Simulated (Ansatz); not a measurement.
# TiO2 (Anatase): the cost of one run

Computed with Ansatz 0.2.0 (DFT PBE, scalar-relativistic, plane waves, PAW, unless a step's input says otherwise).

1 further run of the same task is left out (set aside as unsound or not needed).

**1. Starting point**

Symmetry: I4_1/amd, No. 141, tetragonal system. The conventional cell has a = 3.799 Å, b = 3.799 Å, c = 9.697 Å, α = 90.00°, β = 90.00°, γ = 90.00°. Ti (site symmetry -4m2) is surrounded by 6 O at 1.95 to 2.00 Å. O (site symmetry 2mm) is surrounded by 3 Ti at 1.95 to 2.00 Å.

Coordinates:

```cif
data_structure
_symmetry_space_group_name_H-M 'I4_1/amd:1'
_symmetry_Int_Tables_number 141
_cell_length_a 3.7992
_cell_length_b 3.7992
_cell_length_c 9.6970
_cell_angle_alpha 90.000
_cell_angle_beta 90.000
_cell_angle_gamma 90.000
_cell_volume 139.97
loop_
_atom_site_label
_atom_site_type_symbol
_atom_site_symmetry_multiplicity
_atom_site_Wyckoff_symbol
_atom_site_fract_x
_atom_site_fract_y
_atom_site_fract_z
_atom_site_occupancy
Ti1 Ti 4 a 0.00000 0.00000 0.00000 1
O1 O 8 e 0.00000 0.00000 0.20649 1
```

It is the result of an earlier relaxation at this level (volume 11.66 Å³/atom; gap on the mesh: 2.13 eV).

**2. Band edges and mean potential of the bulk**

input.yaml

```yaml
crystal:
  lattice:
    - [-1.8996082674, 1.8996082674, 4.8485069703]
    - [1.8996082674, -1.8996082674, 4.8485069703]
    - [1.8996082674, 1.8996082674, -4.8485069703]
  atoms:
    - { symbol: Ti, position: [0.0, 0.0, 0.0] }
    - { symbol: Ti, position: [0.75, 0.25, 0.5] }
    - { symbol: O, position: [0.2064947456, 0.2064947456, 0.0] }
    - { symbol: O, position: [0.9564947456, 0.4564947456, 0.5] }
    - { symbol: O, position: [0.5435052544, 0.0435052544, 0.5] }
    - { symbol: O, position: [0.7935052544, 0.7935052544, 0.0] }
basis:
  ecutwfc: 420
kpoints:
  mp_grid: { grid: [10, 10, 10] }
  band_path: { path: [VBM, CBM], npoints: 2 }
hamiltonian:
  xc: pbe
scf:
  occupations: { method: gaussian, width: 0.02 }
output:
  forces: true
  stress: true
  eigenvalues: true
```

Command:

```console
> ansatz run input.yaml --threads 2 --pin off --max-ram 5120MiB --backend cpu --events-out ev --progress --plain --runs-dir out
```

What time and memory should one allow on 2 threads of Intel Xeon 6975P-C (Granite Rapids), shared host?

About 5.1 s, with a peak of 0.5 GiB.
